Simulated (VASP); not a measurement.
# Ba (Fm-3m) in VASP: further runs, part 2 of 2

VASP 6.6.1. The steps go on from the part before.

## (3) Electrostatic potential, RPBE

INCAR

```
  PREC = Accurate
  ENCUT = 500
  EDIFF = 1E-6
  ISMEAR = 1
  SIGMA = 0.1
  LREAL = On
  LASPH = T
  NELM = 80
  ALGO = Normal
  ISIF = 2
  LWAVE = F
  LCHARG = T
  GGA = RP
  LVHAR = T
```

Ba.cif

```cif
data_Ba
_cell_length_a 6.46533001
_cell_length_b 6.46533001
_cell_length_c 6.46533001
_cell_angle_alpha 90.00000000
_cell_angle_beta 90.00000000
_cell_angle_gamma 90.00000000
_space_group_name_H-M_alt 'Fm-3m'
_space_group_name_Hall '-F 4 2 3'
_space_group_IT_number 225
loop_
_space_group_symop_operation_xyz
'x,y,z'
'-x,-y,-z'
'-y,x,z'
'y,-x,-z'
'-x,-y,z'
'x,y,-z'
'y,-x,z'
'-y,x,-z'
'x,-y,-z'
'-x,y,z'
'-y,-x,-z'
'y,x,z'
'-x,y,-z'
'x,-y,z'
'y,x,-z'
'-y,-x,z'
'z,x,y'
'-z,-x,-y'
'z,-y,x'
'-z,y,-x'
'z,-x,-y'
'-z,x,y'
'z,y,-x'
'-z,-y,x'
'-z,x,-y'
'z,-x,y'
'-z,-y,-x'
'z,y,x'
'-z,-x,y'
'z,x,-y'
'-z,y,x'
'z,-y,-x'
'y,z,x'
'-y,-z,-x'
'x,z,-y'
'-x,-z,y'
'-y,z,-x'
'y,-z,x'
'-x,z,y'
'x,-z,-y'
'-y,-z,x'
'y,z,-x'
'-x,-z,-y'
'x,z,y'
'y,-z,-x'
'-y,z,x'
'x,-z,y'
'-x,z,-y'
'x,y+1/2,z+1/2'
'-x,-y+1/2,-z+1/2'
'-y,x+1/2,z+1/2'
[... 62 lines left out ...]
'-z+1/2,-x,-y+1/2'
'z+1/2,-y,x+1/2'
'-z+1/2,y,-x+1/2'
'z+1/2,-x,-y+1/2'
'-z+1/2,x,y+1/2'
'z+1/2,y,-x+1/2'
'-z+1/2,-y,x+1/2'
'-z+1/2,x,-y+1/2'
'z+1/2,-x,y+1/2'
'-z+1/2,-y,-x+1/2'
'z+1/2,y,x+1/2'
'-z+1/2,-x,y+1/2'
'z+1/2,x,-y+1/2'
'-z+1/2,y,x+1/2'
'z+1/2,-y,-x+1/2'
'y+1/2,z,x+1/2'
'-y+1/2,-z,-x+1/2'
'x+1/2,z,-y+1/2'
'-x+1/2,-z,y+1/2'
'-y+1/2,z,-x+1/2'
'y+1/2,-z,x+1/2'
'-x+1/2,z,y+1/2'
'x+1/2,-z,-y+1/2'
'-y+1/2,-z,x+1/2'
'y+1/2,z,-x+1/2'
'-x+1/2,-z,-y+1/2'
'x+1/2,z,y+1/2'
'y+1/2,-z,-x+1/2'
'-y+1/2,z,x+1/2'
'x+1/2,-z,y+1/2'
'-x+1/2,z,-y+1/2'
'x+1/2,y+1/2,z'
'-x+1/2,-y+1/2,-z'
'-y+1/2,x+1/2,z'
'y+1/2,-x+1/2,-z'
'-x+1/2,-y+1/2,z'
'x+1/2,y+1/2,-z'
'y+1/2,-x+1/2,z'
'-y+1/2,x+1/2,-z'
'x+1/2,-y+1/2,-z'
'-x+1/2,y+1/2,z'
'-y+1/2,-x+1/2,-z'
'y+1/2,x+1/2,z'
'-x+1/2,y+1/2,-z'
'x+1/2,-y+1/2,z'
'y+1/2,x+1/2,-z'
'-y+1/2,-x+1/2,z'
'z+1/2,x+1/2,y'
'-z+1/2,-x+1/2,-y'
'z+1/2,-y+1/2,x'
'-z+1/2,y+1/2,-x'
'z+1/2,-x+1/2,-y'
'-z+1/2,x+1/2,y'
'z+1/2,y+1/2,-x'
'-z+1/2,-y+1/2,x'
'-z+1/2,x+1/2,-y'
'z+1/2,-x+1/2,y'
'-z+1/2,-y+1/2,-x'
'z+1/2,y+1/2,x'
'-z+1/2,-x+1/2,y'
'z+1/2,x+1/2,-y'
'-z+1/2,y+1/2,x'
'z+1/2,-y+1/2,-x'
'y+1/2,z+1/2,x'
'-y+1/2,-z+1/2,-x'
'x+1/2,z+1/2,-y'
'-x+1/2,-z+1/2,y'
'-y+1/2,z+1/2,-x'
'y+1/2,-z+1/2,x'
'-x+1/2,z+1/2,y'
'x+1/2,-z+1/2,-y'
'-y+1/2,-z+1/2,x'
'y+1/2,z+1/2,-x'
'-x+1/2,-z+1/2,-y'
'x+1/2,z+1/2,y'
'y+1/2,-z+1/2,-x'
'-y+1/2,z+1/2,x'
'x+1/2,-z+1/2,y'
'-x+1/2,z+1/2,-y'
loop_
_atom_site_label
_atom_site_type_symbol
_atom_site_symmetry_multiplicity
_atom_site_Wyckoff_symbol
_atom_site_fract_x
_atom_site_fract_y
_atom_site_fract_z
_atom_site_occupancy
Ba1 Ba 4 a 0.0000000000 0.0000000000 0.0000000000 1
```

KPOINTS

```
Automatic mesh
0
Gamma
  5 5 5
```

POSCAR

```
Ba
 1.0000000000000000
     6.4653300099999997    0.0000000000000000    0.0000000000000000
     0.0000000000000000    6.4653300099999997    0.0000000000000000
     0.0000000000000000    0.0000000000000000    6.4653300099999997
 Ba 
   4
Cartesian
  0.0000000000000000  0.0000000000000000  0.0000000000000000
  0.0000000000000000  3.2326650049999999  3.2326650049999999
  3.2326650049999999  0.0000000000000000  3.2326650049999999
  3.2326650049999999  3.2326650049999999  0.0000000000000000
```

Potentials or basis: VASP PAW PBE potentials, release 54 (Ba_sv).

The run is started by

```bash
$ ase convert -i cif -o vasp Ba.cif POSCAR
$ cat potpaw_PBE.54/Ba_sv/POTCAR > POTCAR
$ mpirun -np 1 vasp_std > vasp.out
```

OUTCAR:

```text
PREC = Accurate
   ENCUT = 500
   EDIFF = 1E-6
   ISMEAR = 1
   LREAL = On
   LASPH = T
   NELM = 80
   ISIF = 2
   GGA = RP

 ion  position               nearest neighbor table
   1  0.000  0.000  0.000-   2 4.57   3 4.57   4 4.57   2 4.57   3 4.57   2 4.57   4 4.57   2 4.57
                             3 4.57   4 4.57   3 4.57   4 4.57
   2  0.000  0.500  0.500-   1 4.57   3 4.57   4 4.57   1 4.57   4 4.57   1 4.57   3 4.57   1 4.57
                             3 4.57   4 4.57   4 4.57   3 4.57
   3  0.500  0.000  0.500-   1 4.57   2 4.57   4 4.57   1 4.57   4 4.57   2 4.57   4 4.57   4 4.57
                             1 4.57   2 4.57   1 4.57   2 4.57
   4  0.500  0.500  0.000-   1 4.57   2 4.57   3 4.57   2 4.57   3 4.57   1 4.57   3 4.57   3 4.57
                             1 4.57   2 4.57   2 4.57   1 4.57

  LATTYP: Found a simple cubic cell.
 ALAT       =     6.4653300100

  Lattice vectors:

 A1 = (   6.4653300100,   0.0000000000,   0.0000000000)
 A2 = (   0.0000000000,   6.4653300100,   0.0000000000)
 A3 = (   0.0000000000,   0.0000000000,   6.4653300100)

Analysis of symmetry for initial positions (statically):
=====================================================================
 Subroutine PRICEL returns following result:

  LATTYP: Found a face centered cubic cell.
 ALAT       =     6.4653300100

  Lattice vectors:

 A1 = (   3.2326650050,  -3.2326650050,   0.0000000000)
 A2 = (   3.2326650050,   0.0000000000,   3.2326650050)
 A3 = (   0.0000000000,  -3.2326650050,   3.2326650050)

   4 primitive cells build up your supercell.

 Routine SETGRP: Setting up the symmetry group for a
 simple cubic supercell.

 Subroutine GETGRP returns: Found 48 space group operations
 (whereof 48 operations were pure point group operations)
 out of a pool of 48 trial point group operations.

The static configuration has the point symmetry O_h .

Analysis of symmetry for dynamics (positions and initial velocities):
=====================================================================
 Subroutine PRICEL returns following result:

[... 122 lines left out ...]
  volume/ion in A,a.u.               =      67.56       455.94
  Fermi-wavevector in a.u.,A,eV,Ry     =   0.865973  1.636451 10.203124  0.749908
  Thomas-Fermi vector in A             =   1.984294
   LORBIT       =      0    0 simple, 1 ext, 2 COOP (PROOUT), +10 PAW based schemes
   GGA     = RP    functional components
   LHFCALC =     F    Hartree Fock is set to
   AEXX    =    0.0000 exact exchange contribution
   IVDW    =     0    specifies the selected vdW correction
   LEPSILON=     F    determine dielectric tensor
   LRPA    =     F    only Hartree local field effects (RPA)
 non-spin polarized calculation
 Methfessel and Paxton  Order N= 1 SIGMA  =   0.10
  energy-cutoff  :      500.00
  volume of cell :      270.25
 maximum number of plane-waves:      6869
 NGX is ok and might be reduce to    48
   NGX = 23   NGY = 23   NGZ = 23

 number of electron      39.9999993 magnetization

 Free energy of the ion-electron system (eV)
  ---------------------------------------------------
  ext. energy  EPLUGINS =         0.00000000
  ---------------------------------------------------
  free energy    TOTEN  =        -2.88050541 eV

  energy without entropy =       -2.88575342  energy(sigma->0) =       -2.88225474

 E-fermi :   1.5681     XC(G=0):  -7.0932

 val. band max:        1.5547829298   @ k =   0.4000   0.2000   0.0000
 cond. band min:       1.5848285224   @ k =   0.2000   0.0000   0.0000
 fundamental gap:      0.0300455925
 Fermi energy:         1.5681081855

 k-point     1 :       0.0000    0.0000    0.0000
  band No.  band energies     occupation
      1     -28.1233      2.00000
      2     -28.0900      2.00000
      3     -28.0900      2.00000
      4     -28.0900      2.00000
      5     -12.8182      2.00000
      6     -12.8182      2.00000
[... 259 lines left out ...]
     23       2.1746     -0.00000
     24       2.2685     -0.00000

------------------------ aborting loop because EDIFF is reached ----------------------------------------

  FORCE on cell =-STRESS in cart. coord.  units (eV):
  Direction    XX          YY          ZZ          XY          YZ          ZX
  --------------------------------------------------------------------------------------
  -------------------------------------------------------------------------------------
  Total       24.9082707     24.9082707     24.9082707     -0.0000000     -0.0000000      0.0000000
  in kB      147.6665293    147.6665293    147.6665293     -0.0000000     -0.0000000      0.0000000
  external PRESSURE =     147.6665293 kB  Pullay stress =       0.0000000 kB

 VOLUME and BASIS-vectors are now :
 -----------------------------------------------------------------------------
  energy-cutoff  :      500.00
  volume of cell :      270.25
      direct lattice vectors                 reciprocal lattice vectors
     6.465330010  0.000000000  0.000000000     0.154671146  0.000000000  0.000000000
     0.000000000  6.465330010  0.000000000     0.000000000  0.154671146  0.000000000
     0.000000000  0.000000000  6.465330010     0.000000000  0.000000000  0.154671146

 POSITION                                       TOTAL-FORCE (eV/Angst)
 -----------------------------------------------------------------------------------
      0.00000      0.00000      0.00000         0.000000      0.000000      0.000000
      0.00000      3.23267      3.23267         0.000000     -0.000000     -0.000000
      3.23267      0.00000      3.23267         0.000000      0.000000     -0.000000
      3.23267      3.23267      0.00000        -0.000000     -0.000000      0.000000
 -----------------------------------------------------------------------------------
    total drift:                                0.000000     -0.000000     -0.000000

  FREE ENERGIE OF THE ION-ELECTRON SYSTEM (eV)
  ---------------------------------------------------
  free  energy   TOTEN  =        -2.8805054058 eV

  energy  without entropy=       -2.8857534172  energy(sigma->0) =       -2.88225474
```

Wall time 72 s (1 thread of Intel Xeon Platinum 8488C (Sapphire Rapids), shared host); peak memory 0.31 GiB.

These settings aren't checked as converged (typed here: k = 5 × 5 × 5; ALGO = Normal; LREAL = On): the numbers below hold their error.

Results:

| Property | Result |
| --- | --- |
| Free energy | -2.8805 eV |
| Pressure | 14.8 GPa |
| Band gap on the k mesh | none (metal or under the smearing width) |

Caveat: the PAW data sets were made with another functional, which shifts forces and pressure a little.

## (4) Relaxation of cell and atoms, HSE06+TS-HI

POSCAR

```
Ba
1.0
    0.0000000000      3.2326650028      3.2326650028
    3.2326650028      0.0000000000      3.2326650028
    3.2326650028      3.2326650028      0.0000000000
Ba
1
Direct
    0.0000000000      0.0000000000      0.0000000000
```

INCAR.step1

```
ALGO = Normal ; EDIFF = 1E-5
ENCUT = 600 ; GGA = PE
ISMEAR = -1 ; LASPH = True
LCHARG = False ; LREAL = False
LWAVE = True ; NELM = 100
POTIM = 0.2 ; PREC = Accurate
SIGMA = 0.05
```

INCAR.step2

```
ALGO = Normal ; EDIFF = 1E-6
EDIFFG = -0.005 ; ENCUT = 600
GGA = PE ; HFSCREEN = 0.2
IBRION = 1 ; ISIF = 3
ISMEAR = -1 ; ISTART = 1
IVDW = 21 ; LASPH = True
LCHARG = False ; LHFCALC = True
LREAL = False ; LWAVE = False
NELM = 100 ; NSW = 60
POTIM = 0.2 ; PREC = Accurate
PRECFOCK = Fast ; SIGMA = 0.05
```

KPOINTS

```
k-points
0
Gamma
  4 4 4
```

Potentials or basis: VASP PAW PBE potentials, release 64 (Ba_sv).

The run is started by

```bash
$ cat potpaw_PBE.64/Ba_sv/POTCAR > POTCAR
$ cp INCAR.step1 INCAR
$ mpirun -np 1 vasp_std > vasp.out
$ cp INCAR.step2 INCAR
$ mpirun -np 1 vasp_std > vasp.out
```

OUTCAR:

```text
EDIFF = 1E-6
   EDIFFG = -0.005
   ENCUT = 600
   GGA = PE
   HFSCREEN = 0.2
   IBRION = 1
   ISIF = 3
   ISMEAR = -1
   ISTART = 1
   IVDW = 21
   LASPH = True
   LHFCALC = True
   LREAL = False
   NELM = 100
   NSW = 60
   POTIM = 0.2
   PREC = Accurate
   PRECFOCK = Fast
  IVDW =  21

 ion  position               nearest neighbor table
   1  0.000  0.000  0.000-

  LATTYP: Found a face centered cubic cell.
 ALAT       =     6.4653300056

  Lattice vectors:

 A1 = (   0.0000000000,   3.2326650028,   3.2326650028)
 A2 = (   3.2326650028,   0.0000000000,   3.2326650028)
 A3 = (   3.2326650028,   3.2326650028,   0.0000000000)

[... 163 lines left out ...]
  free energy    TOTEN  =        -1.82898287 eV

  energy without entropy =       -1.82462522  energy(sigma->0) =       -1.82680405

------------------------ aborting loop because EDIFF is reached ----------------------------------------

  Hirshfeld charges:
            ion         q(e)
   ------------------------------
      1     Ba          0.000

  Tkatchenko/Scheffler method for vdW energy calculation

  Number of pair interactions contributing to vdW energy:    7802

  Edisp (eV):   -1.19925
[... 235 lines left out ...]
--------------------------------------- Ionic step        7  -------------------------------------------

 number of electron      10.0000000 magnetization

 Free energy of the ion-electron system (eV)
  ---------------------------------------------------
  ext. energy  EPLUGINS =         0.00000000
  ---------------------------------------------------
  free energy    TOTEN  =        -1.81051001 eV

  energy without entropy =       -1.80524156  energy(sigma->0) =       -1.80787579

 E-fermi :   1.2491     XC(G=0):  -5.7725

 val. band max:        1.1185912716   @ k =  -0.2500   0.5000   0.2500
 cond. band min:       1.3722603474   @ k =   0.5000   0.5000   0.0000
 fundamental gap:      0.2536690758
 Fermi energy:         1.2490842194

 k-point     1 :       0.0000    0.0000    0.0000
  band No.  band energies     occupation
      1     -30.6402      2.00000
      2     -14.5888      2.00000
      3     -14.5888      2.00000
      4     -14.5888      2.00000
      5      -2.0836      2.00000
      6       3.1068      0.00000
      7       3.1068      0.00000
      8       3.1068      0.00000
      9       4.4103      0.00000
[... 116 lines left out ...]
  FREE ENERGIE OF THE ION-ELECTRON SYSTEM (eV)
  ---------------------------------------------------
  free  energy   TOTEN  =        -3.0944157904 eV

  energy  without entropy=       -3.0891473438  energy(sigma->0) =       -3.09178157

 reached required accuracy - stopping structural energy minimisation
```

OUTCAR.step1:

```text
EDIFF = 1E-5
   ENCUT = 600
   GGA = PE
   ISMEAR = -1
   LASPH = True
[... 296 lines left out ...]

 POSITION                                       TOTAL-FORCE (eV/Angst)
 -----------------------------------------------------------------------------------
      0.00000      0.00000      0.00000        -0.000000     -0.000000      0.000000
 -----------------------------------------------------------------------------------
    total drift:                               -0.000000     -0.000000     -0.000000

  FREE ENERGIE OF THE ION-ELECTRON SYSTEM (eV)
  ---------------------------------------------------
  free  energy   TOTEN  =        -1.9132751980 eV

  energy  without entropy=       -1.9040506328  energy(sigma->0) =       -1.90866292
```

OSZICAR.step1:

```text
N       E                     dE             d eps       ncg     rms          rms(c)
DAV:   1     0.654383822572E+02    0.65438E+02   -0.46593E+03   144   0.101E+03
DAV:   2     0.831386159383E+00   -0.64607E+02   -0.64032E+02   185   0.151E+02
DAV:   3    -0.183495281071E+01   -0.26663E+01   -0.26589E+01   160   0.400E+01
DAV:   4    -0.191412824865E+01   -0.79175E-01   -0.79118E-01   261   0.557E+00
DAV:   5    -0.191431200991E+01   -0.18376E-03   -0.18376E-03   154   0.264E-01    0.146E+00
DAV:   6    -0.191345457926E+01    0.85743E-03   -0.22651E-03   197   0.598E-01    0.871E-01
DAV:   7    -0.191320465737E+01    0.24992E-03   -0.51347E-03   153   0.104E+00    0.403E-02
DAV:   8    -0.191327250785E+01   -0.67850E-04   -0.25443E-04   235   0.124E-01    0.253E-02
DAV:   9    -0.191327519800E+01   -0.26902E-05   -0.54316E-06   127   0.284E-02
   1 F= -.19132752E+01 E0= -.19086629E+01  d E =-.922457E-02
```

It took 14 min on 1 thread of Intel Xeon Platinum 8488C (Sapphire Rapids), shared host; peak memory 0.33 GiB.

The run converged, but a check on its numbers failed (symmetry, net force, bounds or a known fault of this set-up), so they aren't taken as properties of the crystal.

Caveat: the k mesh is coarse (spacing up to 0.42 Å⁻¹), so the values aren't converged, least of all with exact exchange; the mesh shows a gap though the element is a metal; the PAW data sets were made with another functional, which shifts forces and pressure a little.

## (5) The reference run

An earlier run on the cell as given: functional PBE; potentials or basis VASP PAW PBE potentials, release 64 (Ba_sv); cutoff 520 eV; k mesh 7 × 7 × 7; occupations fermi-dirac, width 0.05 eV; no spin polarisation.

* Pressure: -0.3 GPa
* Band gap on the k mesh: none (metal or under the smearing width)
